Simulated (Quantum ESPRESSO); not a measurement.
# BAs (F-43m) in Quantum ESPRESSO: further runs

The runs below take BAs through single point, with LDA, PBEsol.

All numbers are computed with Quantum ESPRESSO 7.5; they aren't measurements. Logs are shortened: lines on timing, memory, paths and dates and some standing lists are left out, and cuts for length are marked.

**1. The crystal as given**

Symmetry: F-43m, No. 216, cubic system. Conventional cell: a = 4.777 Å, b = 4.777 Å, c = 4.777 Å, α = 90.00°, β = 90.00°, γ = 90.00°. As (site symmetry -43m) has 4 B at 2.07 Å as nearest neighbours. B (site symmetry -43m) has 4 As at 2.07 Å as nearest neighbours.

**2. Single point, LDA**

scf.in reads:

```
&CONTROL
  calculation = 'scf'
  prefix = 'pwscf'
  outdir = './tmp'
  pseudo_dir = './pseudo'
/
&SYSTEM
  ibrav = 0
  A = 3.37784909
  nat = 2
  ntyp = 2
  ecutwfc = 80
  nbnd = 15
  occupations = 'smearing'
  smearing = 'fd'
  degauss = 0.00367493
  force_symmorphic = .true.
/
&ELECTRONS
  conv_thr = 4d-10
  electron_maxstep = 120
  mixing_beta = 0.5
/
ATOMIC_SPECIES
As    74.9216 As.upf
B     10.8100 B.upf
CELL_PARAMETERS alat
   0.0000000000    0.7071067820    0.7071067820
   0.7071067820    0.0000000000    0.7071067820
   0.7071067820    0.7071067820    0.0000000000
ATOMIC_POSITIONS alat
As     1.0606601730    1.0606601730    1.0606601730
B      0.0000000000    0.0000000000    0.0000000000
K_POINTS automatic
10 10 10 0 0 0
```

nscf.in reads:

```
&CONTROL
  calculation = 'nscf'
  prefix = 'pwscf'
  outdir = './tmp'
  pseudo_dir = './pseudo'
/
&SYSTEM
  ibrav = 0
  A = 3.37784909
  nat = 2
  ntyp = 2
  ecutwfc = 80
  nbnd = 159
  occupations = 'fixed'
  force_symmorphic = .true.
/
&ELECTRONS
  conv_thr = 1d-08
  diago_full_acc = .true.
  diago_thr_init = 1d-06
/
ATOMIC_SPECIES
As    74.9216 As.upf
B     10.8100 B.upf
CELL_PARAMETERS alat
   0.0000000000    0.7071067820    0.7071067820
   0.7071067820    0.0000000000    0.7071067820
   0.7071067820    0.7071067820    0.0000000000
ATOMIC_POSITIONS alat
As     1.0606601730    1.0606601730    1.0606601730
B      0.0000000000    0.0000000000    0.0000000000
K_POINTS automatic
6 6 6 0 0 0
```

Potentials or basis: PseudoDojo 0.4.1 SR LDA standard.

The run is started by

```
OMP_NUM_THREADS=1 pw.x -in scf.in > scf.out
OMP_NUM_THREADS=1 pw.x -in nscf.in > nscf.out
```

scf.out:

```text
This program is part of the open-source Quantum ESPRESSO suite
     for quantum simulation of materials; please cite
[... 9 lines left out ...]
     --------------------
     sticks:   dense  smooth     PW     G-vecs:    dense   smooth      PW
     Sum         913     913    271                17933    17933    2975

     Using Slab Decomposition

     bravais-lattice index     =            0
     lattice parameter (alat)  =       6.3832  a.u.
     unit-cell volume          =     183.9087 (a.u.)^3
     number of atoms/cell      =            2
     number of atomic types    =            2
     number of electrons       =        18.00
     number of Kohn-Sham states=           15
     kinetic-energy cutoff     =      80.0000  Ry
     charge density cutoff     =     320.0000  Ry
     scf convergence threshold =      4.0E-10
     mixing beta               =       0.5000
     number of iterations used =            8  plain     mixing
     Exchange-correlation= SLA  PW   NOGX NOGC
                           (   1   4   0   0   0   0   0)

     celldm(1)=   6.383210  celldm(2)=   0.000000  celldm(3)=   0.000000
     celldm(4)=   0.000000  celldm(5)=   0.000000  celldm(6)=   0.000000

[... 8 lines left out ...]
               b(3) = (  0.707107  0.707107 -0.707107 )

     PseudoPot. # 1 for As read from file:
     As.upf
     Pseudo is Norm-conserving + core correction, Zval = 15.0
     Generated using ONCVPSP code by D. R. Hamann
     Using radial grid of 1326 points,  6 beta functions with:
                l(1) =   0
                l(2) =   0
                l(3) =   1
                l(4) =   1
                l(5) =   2
                l(6) =   2

     PseudoPot. # 2 for B  read from file:
     B.upf
     Pseudo is Norm-conserving + core correction, Zval =  3.0
     Generated using ONCVPSP code by D. R. Hamann
     Using radial grid of 1498 points,  4 beta functions with:
                l(1) =   0
                l(2) =   0
                l(3) =   1
                l(4) =   1

     atomic species   valence    mass     pseudopotential
     As               15.00    74.92160     As( 1.00)
     B                 3.00    10.81000     B ( 1.00)

     24 Sym. Ops. (no inversion) found

   Cartesian axes

     site n.     atom                  positions (alat units)
         1        As     tau(   1) = (   1.0606602   1.0606602   1.0606602  )
         2        B      tau(   2) = (   0.0000000   0.0000000   0.0000000  )

     number of k points=    47  Fermi-Dirac smearing, width (Ry)=  0.0037
                       cart. coord. in units 2pi/alat
        k(    1) = (   0.0000000   0.0000000   0.0000000), wk =   0.0020000
        k(    2) = (   0.0707107   0.0707107  -0.0707107), wk =   0.0160000
        k(    3) = (   0.1414214   0.1414214  -0.1414214), wk =   0.0160000
        k(    4) = (   0.2121320   0.2121320  -0.2121320), wk =   0.0160000
        k(    5) = (   0.2828427   0.2828427  -0.2828427), wk =   0.0160000
        k(    6) = (  -0.3535534  -0.3535534   0.3535534), wk =   0.0080000
[... 39 lines left out ...]
        k(   46) = (  -0.0707107  -0.3535534   0.6363961), wk =   0.0480000
        k(   47) = (  -0.7071068   0.2828427   0.0000000), wk =   0.0240000

     Dense  grid:    17933 G-vectors     FFT dimensions: (  40,  40,  40)

     Initial potential from superposition of free atoms

     starting charge      17.9996, renormalised to      18.0000
     Starting wfcs are   13 randomized atomic wfcs +    2 random wfcs

     Self-consistent Calculation

     iteration #  1     ecut=    80.00 Ry     beta= 0.50
     Davidson diagonalization with overlap
     ethr =  1.00E-02,  avg # of iterations =  5.4

     Threshold (ethr) on eigenvalues was too large:
     Diagonalizing with lowered threshold

     Davidson diagonalization with overlap
     ethr =  8.61E-04,  avg # of iterations =  1.0

     total energy              =    -217.84034860 Ry
     estimated scf accuracy    <       0.15615479 Ry

     iteration #  2     ecut=    80.00 Ry     beta= 0.50
     Davidson diagonalization with overlap
     ethr =  8.68E-04,  avg # of iterations =  2.1

     total energy              =    -217.86919426 Ry
     estimated scf accuracy    <       0.01152692 Ry

     iteration #  3     ecut=    80.00 Ry     beta= 0.50
     Davidson diagonalization with overlap
     ethr =  6.40E-05,  avg # of iterations =  3.5

     total energy              =    -217.87004171 Ry
     estimated scf accuracy    <       0.00147631 Ry
[... 26 lines left out ...]
     total energy              =    -217.87013251 Ry
     estimated scf accuracy    <          7.4E-09 Ry

     iteration #  8     ecut=    80.00 Ry     beta= 0.50
     Davidson diagonalization with overlap
     ethr =  4.10E-11,  avg # of iterations =  1.9

     total energy              =    -217.87013251 Ry
     estimated scf accuracy    <          5.0E-10 Ry

     iteration #  9     ecut=    80.00 Ry     beta= 0.50
     Davidson diagonalization with overlap
     ethr =  2.80E-12,  avg # of iterations =  2.1

     End of self-consistent calculation

          k = 0.0000 0.0000 0.0000 (  2229 PWs)   bands (ev):

   -24.8992 -24.8992 -24.8992 -24.8774 -24.8774  -4.3321  11.0599  11.0599
    11.0599  14.3245  14.3245  14.3245  15.7103  20.4397  24.3149

          k = 0.0707 0.0707-0.0707 (  2193 PWs)   bands (ev):

   -24.8988 -24.8984 -24.8984 -24.8773 -24.8773  -4.1687   9.6714  10.7596
    10.7596  14.4526  14.7201  14.7201  16.5910  21.0775  23.1206

          k = 0.1414 0.1414-0.1414 (  2214 PWs)   bands (ev):

   -24.8981 -24.8966 -24.8966 -24.8771 -24.8771  -3.6869   7.3143  10.1873
    10.1873  14.2394  15.4352  15.4352  18.1863  22.0970  22.3655

          k = 0.2121 0.2121-0.2121 (  2214 PWs)   bands (ev):

   -24.8970 -24.8948 -24.8948 -24.8763 -24.8763  -2.9237   5.0316   9.6813
     9.6813  13.9760  15.8413  15.8413  19.4130  22.2516  22.7961
[... 38 lines left out ...]
   -24.8957 -24.8933 -24.8927 -24.8755 -24.8751  -1.6206   2.8391   8.2246
     9.1936  14.3531  15.9310  16.2092  20.0580  23.1052  23.8020

          k =-0.1414-0.2828 0.2828 (  2209 PWs)   bands (ev):

   -24.8965 -24.8938 -24.8938 -24.8769 -24.8753  -2.4886   4.4358   8.3014
     9.6697  14.5243  15.9352  16.1982  19.2857  22.0433  22.7787

          k =-0.0707-0.2121 0.2121 (  2213 PWs)   bands (ev):

   -24.8978 -24.8957 -24.8949 -24.8778 -24.8761  -3.3198   6.5484   8.6600
    10.2633  14.7284  15.4196  16.1376  18.2831  21.3212  22.6538

          k = 0.0000-0.1414 0.1414 (  2207 PWs)   bands (ev):

   -24.8987 -24.8976 -24.8967 -24.8778 -24.8768  -3.8987   8.6217   9.4444
    10.7602  14.7286  14.7924  15.4736  17.4313  21.7848  21.9840

          k = 0.2828 0.0000-0.0000 (  2217 PWs)   bands (ev):

   -24.9009 -24.8938 -24.8938 -24.8793 -24.8754  -3.4683   8.0870   8.9354
     8.9354  13.0185  16.3493  17.3579  17.3579  20.8230  23.4005

          k = 0.3536 0.0707-0.0707 (  2221 PWs)   bands (ev):

   -24.9009 -24.8917 -24.8916 -24.8798 -24.8745  -2.8959   6.4271   8.3572
     8.4347  13.2083  15.8860  17.8760  18.1641  21.7300  24.5823

          k = 0.4243 0.1414-0.1414 (  2211 PWs)   bands (ev):

   -24.8996 -24.8906 -24.8900 -24.8793 -24.8738  -2.0800   4.5654   7.5961
     8.1939  13.6291  16.4311  17.8353  18.3110  22.8292  25.2140

          k =-0.2121-0.4950 0.4950 (  2228 PWs)   bands (ev):

   -24.8976 -24.8908 -24.8896 -24.8781 -24.8741  -1.2423   3.1142   6.9379
     8.2399  13.8148  17.1016  18.0005  18.6552  22.7597  25.9151

          k =-0.1414-0.4243 0.4243 (  2223 PWs)   bands (ev):

   -24.8959 -24.8919 -24.8900 -24.8767 -24.8753  -1.0768   2.8757   6.5278
     8.5624  14.1077  17.1316  17.5509  20.0600  22.0921  23.7151

          k =-0.0707-0.3536 0.3536 (  2226 PWs)   bands (ev):

   -24.8954 -24.8932 -24.8913 -24.8769 -24.8757  -1.8039   4.0616   6.4560
     9.1128  14.5607  16.9830  17.2186  19.1170  21.8551  23.0493

          k = 0.0000-0.2828 0.2828 (  2219 PWs)   bands (ev):

   -24.8966 -24.8937 -24.8935 -24.8778 -24.8755  -2.6626   5.6180   6.9998
     9.7720  14.9643  16.1635  17.0283  18.0124  21.0503  23.5532

          k = 0.4243-0.0000 0.0000 (  2213 PWs)   bands (ev):

   -24.9025 -24.8889 -24.8889 -24.8811 -24.8735  -2.4294   5.8896   7.8813
     7.8813  12.4236  14.6843  19.4606  19.4606  21.9911  25.8818

          k = 0.4950 0.0707-0.0707 (  2223 PWs)   bands (ev):

   -24.9023 -24.8873 -24.8871 -24.8815 -24.8729  -1.7108   4.6580   7.0937
     7.5851  12.7230  14.4204  19.8377  20.0770  22.9954  26.6807

          k =-0.1414-0.5657 0.5657 (  2222 PWs)   bands (ev):

   -24.9005 -24.8874 -24.8864 -24.8807 -24.8731  -0.9001   3.5225   6.0330
     7.5851  13.0604  15.6844  19.6797  19.9206  23.1086  26.5189

          k =-0.0707-0.4950 0.4950 (  2230 PWs)   bands (ev):

   -24.8981 -24.8888 -24.8869 -24.8792 -24.8744  -0.5141   3.0917   5.2788
     7.8793  13.3793  17.6680  19.3148  19.6852  21.5997  24.1825
[... 8 lines left out ...]
   -24.9037 -24.8849 -24.8849 -24.8827 -24.8721  -1.1167   3.8115   7.2174
     7.2174  12.2002  13.2751  21.3717  21.3717  23.2185  27.6626

          k =-0.0707-0.6364 0.6364 (  2221 PWs)   bands (ev):

   -24.9031 -24.8846 -24.8842 -24.8826 -24.8720  -0.4648   3.0392   6.4799
     7.1449  12.5606  13.5065  21.5714  21.6168  23.4472  27.5403

          k =-0.0000-0.5657 0.5657 (  2227 PWs)   bands (ev):

   -24.9009 -24.8860 -24.8849 -24.8815 -24.8730  -0.1895   2.9090   5.4321
     7.3757  12.8510  15.3969  20.8480  21.1299  22.2886  25.4904

          k =-0.7071 0.0000 0.0000 (  2232 PWs)   bands (ev):

   -24.9042 -24.8835 -24.8835 -24.8834 -24.8715  -0.2194   2.6460   6.9919
     6.9919  12.4095  12.5047  22.3137  22.3137  23.7294  28.1518

          k = 0.2828 0.1414 0.0000 (  2208 PWs)   bands (ev):

   -24.8994 -24.8940 -24.8938 -24.8787 -24.8754  -3.2629   6.9956   8.1968
     9.6866  14.0810  16.0241  17.1418  17.3569  21.2814  23.5832

          k = 0.3536 0.2121-0.0707 (  2213 PWs)   bands (ev):

   -24.8982 -24.8929 -24.8918 -24.8784 -24.8748  -2.5137   5.1813   7.4807
     9.1390  14.6053  16.0445  17.2654  18.0536  21.9527  23.9057

          k =-0.2828-0.4243 0.5657 (  2222 PWs)   bands (ev):

   -24.8965 -24.8928 -24.8905 -24.8774 -24.8746  -1.6273   3.4647   7.2313
     8.6257  14.7751  15.7973  17.6441  19.1134  22.4899  24.3123

          k =-0.2121-0.3536 0.4950 (  2224 PWs)   bands (ev):

   -24.8956 -24.8931 -24.8900 -24.8766 -24.8748  -1.1197   2.6645   7.1768
     8.4176  14.8061  15.6399  17.7304  20.1154  22.1083  25.2007
[... 8 lines left out ...]
   -24.8992 -24.8902 -24.8873 -24.8798 -24.8737  -1.4128   4.0493   6.4368
     7.6603  14.1035  16.1456  17.6008  19.9813  22.7759  25.5615

          k =-0.1414-0.4243 0.5657 (  2235 PWs)   bands (ev):

   -24.8970 -24.8913 -24.8869 -24.8788 -24.8744  -0.7393   3.0839   5.9319
     7.5759  14.3882  16.9316  18.1576  19.9811  21.6329  25.5237

          k =-0.0707-0.3536 0.4950 (  2227 PWs)   bands (ev):

   -24.8955 -24.8927 -24.8875 -24.8780 -24.8751  -0.9300   3.3652   5.6977
     7.9139  14.7819  16.6969  18.3286  20.1279  21.1483  24.0629

          k = 0.0000-0.2828 0.4243 (  2223 PWs)   bands (ev):

   -24.8966 -24.8928 -24.8893 -24.8783 -24.8748  -1.7319   4.4400   6.0600
     8.5237  15.1656  16.2762  17.2590  19.2348  22.0268  23.7943

          k =-0.1414-0.5657 0.7071 (  2220 PWs)   bands (ev):

   -24.9019 -24.8869 -24.8851 -24.8817 -24.8726  -0.9882   3.7548   6.5979
     6.9917  13.2718  14.1887  19.7350  21.3130  23.2057  26.6936

          k =-0.0707-0.4950 0.6364 (  2222 PWs)   bands (ev):

   -24.8998 -24.8880 -24.8845 -24.8810 -24.8733  -0.3501   3.1377   5.6472
     6.8848  13.7923  15.5565  19.3204  20.8975  22.6744  26.1571

          k =-0.0000-0.4243 0.5657 (  2230 PWs)   bands (ev):

   -24.8972 -24.8903 -24.8853 -24.8795 -24.8745  -0.3393   3.1954   5.0599
     7.2585  14.1966  17.6178  18.6360  19.6044  21.7721  24.7078

          k =-0.7071 0.1414 0.0000 (  2234 PWs)   bands (ev):

   -24.9023 -24.8854 -24.8837 -24.8823 -24.8723  -0.1671   2.7856   6.4681
     6.5392  13.4640  13.4761  21.2391  21.4756  23.3909  27.0464

          k =-0.1414-0.4243 0.7071 (  2232 PWs)   bands (ev):

   -24.8973 -24.8912 -24.8852 -24.8798 -24.8742  -0.6657   3.5222   5.5957
     6.9009  15.4412  16.3095  17.1626  20.6594  22.1036  25.3245

          k =-0.0707-0.3536 0.6364 (  2226 PWs)   bands (ev):

   -24.8956 -24.8923 -24.8845 -24.8796 -24.8745  -0.2727   3.1849   5.3604
     6.5600  15.7477  16.7424  17.8911  19.0859  22.3967  25.8892

          k =-0.7071 0.2828 0.0000 (  2218 PWs)   bands (ev):

   -24.8975 -24.8903 -24.8838 -24.8805 -24.8740  -0.0772   3.0735   5.6992
     5.9504  15.5693  15.8461  18.8758  18.9103  23.2569  26.5351

     the Fermi energy is    11.6127 ev

!    total energy              =    -217.87013251 Ry
     estimated scf accuracy    <          2.3E-11 Ry
     smearing contrib. (-TS)   =      -0.00000001 Ry
     internal energy E=F+TS    =    -217.87013250 Ry

     The total energy is F=E-TS. E is the sum of the following terms:
     one-electron contribution =    -102.81225224 Ry
     hartree contribution      =      61.02985832 Ry
     xc contribution           =     -49.24561584 Ry
     ewald contribution        =    -126.84212275 Ry

     convergence has been achieved in   9 iterations

=------------------------------------------------------------------------------=
   JOB DONE.
=------------------------------------------------------------------------------=
```

Run time: 48 s. Hardware: 1 thread of Intel Xeon 6975P-C (Granite Rapids), shared host; peak memory 0.06 GiB.

Results:

- Band gap on the k mesh, mean-field level: 1.24 eV, indirect (least direct gap 3.26 eV)

Levels at points of the mesh, in eV from the valence-band top:
```csv
k point,band 6,band 7,band 8,band 9,band 10,band 11,band 12,band 13
"(0.00, 0.00, 0.00)",-15.39,0.00,0.00,0.00,3.26,3.26,3.26,4.65
"(0.00, 0.00, -0.50)",-12.55,-8.74,-1.81,-1.81,2.68,4.78,4.78,8.75
"(0.00, -0.50, -0.50)",-11.28,-8.41,-4.07,-4.07,1.35,1.44,11.25,11.25
```

A k mesh can miss the band edges.

**3. Single point, PBEsol**

scf.in reads:

```
&CONTROL
  calculation = 'scf'
  prefix = 'pwscf'
  outdir = './tmp'
  pseudo_dir = './pseudo'
/
&SYSTEM
  ibrav = 0
  nat = 2
  ntyp = 2
  ecutwfc = 84
  nbnd = 15
  occupations = 'smearing'
  smearing = 'fd'
  degauss = 0.00367493
  force_symmorphic = .true.
/
&ELECTRONS
  conv_thr = 4d-10
  electron_maxstep = 120
  mixing_beta = 0.5
/
ATOMIC_SPECIES
As    74.9216 As.upf
B     10.8100 B.upf
CELL_PARAMETERS bohr
   0.0000000000    4.5136108487    4.5136108487
   4.5136108487    0.0000000000    4.5136108487
   4.5136108487    4.5136108487    0.0000000000
ATOMIC_POSITIONS bohr
As     6.7704162730    6.7704162730    6.7704162730
B      0.0000000000    0.0000000000    0.0000000000
K_POINTS automatic
14 14 14 0 0 0
```

nscf.in reads:

```
&CONTROL
  calculation = 'nscf'
  prefix = 'pwscf'
  outdir = './tmp'
  pseudo_dir = './pseudo'
/
&SYSTEM
  ibrav = 0
  nat = 2
  ntyp = 2
  ecutwfc = 84
  nbnd = 34
  occupations = 'fixed'
  force_symmorphic = .true.
/
&ELECTRONS
  conv_thr = 1d-08
  diago_full_acc = .true.
  diago_thr_init = 1d-06
/
ATOMIC_SPECIES
As    74.9216 As.upf
B     10.8100 B.upf
CELL_PARAMETERS bohr
   0.0000000000    4.5136108487    4.5136108487
   4.5136108487    0.0000000000    4.5136108487
   4.5136108487    4.5136108487    0.0000000000
ATOMIC_POSITIONS bohr
As     6.7704162730    6.7704162730    6.7704162730
B      0.0000000000    0.0000000000    0.0000000000
K_POINTS automatic
14 14 14 0 0 0
```

Potentials or basis: PseudoDojo 0.4.1 SR PBEsol standard.

The run is started by

```
OMP_NUM_THREADS=1 pw.x -in scf.in > scf.out
OMP_NUM_THREADS=1 pw.x -in nscf.in > nscf.out
```

It took 1.9 min on 1 thread of Intel Xeon Platinum 8375C at 2.90GHz (Ice Lake), shared host; peak memory 0.1 GiB.

The run converged. Its results:

```
Band gap on the k mesh, mean-field level : 1.11 eV, indirect (least direct gap 3.26 eV)
```

Levels at points of the mesh, in eV from the valence-band top:
| k point | band 7 | band 8 | band 9 | band 10 | band 11 | band 12 |
| --- | --- | --- | --- | --- | --- | --- |
| (0.00, 0.00, 0.00) | 0.00 | 0.00 | 0.00 | 3.26 | 3.26 | 3.26 |
| (0.00, 0.00, -0.50) | -8.82 | -1.82 | -1.82 | 2.66 | 4.75 | 4.75 |
| (0.00, -0.50, -0.50) | -8.52 | -4.10 | -4.10 | 1.33 | 1.36 | 11.37 |

**4. Single point, PBEsol**

scf.in reads:

```
&CONTROL
  calculation = 'scf'
  prefix = 'pwscf'
  outdir = './tmp'
  pseudo_dir = './pseudo'
/
&SYSTEM
  ibrav = 0
  A = 3.37784909
  nat = 2
  ntyp = 2
  ecutwfc = 84
  nbnd = 15
  occupations = 'smearing'
  smearing = 'fd'
  degauss = 0.00367493
  force_symmorphic = .true.
/
&ELECTRONS
  conv_thr = 4d-10
  electron_maxstep = 120
  mixing_beta = 0.5
/
ATOMIC_SPECIES
As    74.9216 As.upf
B     10.8100 B.upf
CELL_PARAMETERS alat
   0.0000000000    0.7071067820    0.7071067820
   0.7071067820    0.0000000000    0.7071067820
   0.7071067820    0.7071067820    0.0000000000
ATOMIC_POSITIONS alat
As     1.0606601730    1.0606601730    1.0606601730
B      0.0000000000    0.0000000000    0.0000000000
K_POINTS automatic
10 10 10 0 0 0
```

nscf.in reads:

```
&CONTROL
  calculation = 'nscf'
  prefix = 'pwscf'
  outdir = './tmp'
  pseudo_dir = './pseudo'
/
&SYSTEM
  ibrav = 0
  A = 3.37784909
  nat = 2
  ntyp = 2
  ecutwfc = 84
  nbnd = 159
  occupations = 'fixed'
  force_symmorphic = .true.
/
&ELECTRONS
  conv_thr = 1d-08
  diago_full_acc = .true.
  diago_thr_init = 1d-06
/
ATOMIC_SPECIES
As    74.9216 As.upf
B     10.8100 B.upf
CELL_PARAMETERS alat
   0.0000000000    0.7071067820    0.7071067820
   0.7071067820    0.0000000000    0.7071067820
   0.7071067820    0.7071067820    0.0000000000
ATOMIC_POSITIONS alat
As     1.0606601730    1.0606601730    1.0606601730
B      0.0000000000    0.0000000000    0.0000000000
K_POINTS automatic
6 6 6 0 0 0
```

The run is started by

```
OMP_NUM_THREADS=1 pw.x -in scf.in > scf.out
OMP_NUM_THREADS=1 pw.x -in nscf.in > nscf.out
```

It took 83 s on 1 thread of Arm Neoverse V2, shared host; peak memory 0.07 GiB.

It converged, with:

| Property | Result |
| --- | --- |
| Band gap on the k mesh, mean-field level | 1.20 eV, indirect (least direct gap 3.26 eV) |

Levels at points of the mesh, in eV from the valence-band top:
```tsv
k point	band 5	band 6	band 7	band 8	band 9	band 10	band 11	band 12	band 13	band 14
(0.00, 0.00, 0.00)	-35.87	-15.44	0.00	0.00	0.00	3.26	3.26	3.26	4.67	9.37
(0.00, 0.00, -0.50)	-35.87	-12.56	-8.82	-1.82	-1.82	2.66	4.75	4.75	8.76	12.58
(0.00, -0.50, -0.50)	-35.87	-11.26	-8.52	-4.10	-4.10	1.33	1.36	11.37	11.37	12.81
```

A k mesh can miss the band edges.

**5. Summary**

```tsv
level	potentials or basis	k mesh	cutoff (eV)	k mesh of the self-consistent run	form of the LDA	gap on the mesh (eV)
LDA	PseudoDojo 0.4.1 SR LDA standard	6 × 6 × 6	1088	10 × 10 × 10	PW92	1.24
PBEsol	PseudoDojo 0.4.1 SR PBEsol standard	14 × 14 × 14	1143	14 × 14 × 14	-	1.11
PBEsol	PseudoDojo 0.4.1 SR PBEsol standard	6 × 6 × 6	1143	10 × 10 × 10	-	1.20
```

Alike in all rows: task single point; no spin polarisation; cell as given; smearing fixed.

Absolute energies hang on the potentials; compare differences alone.
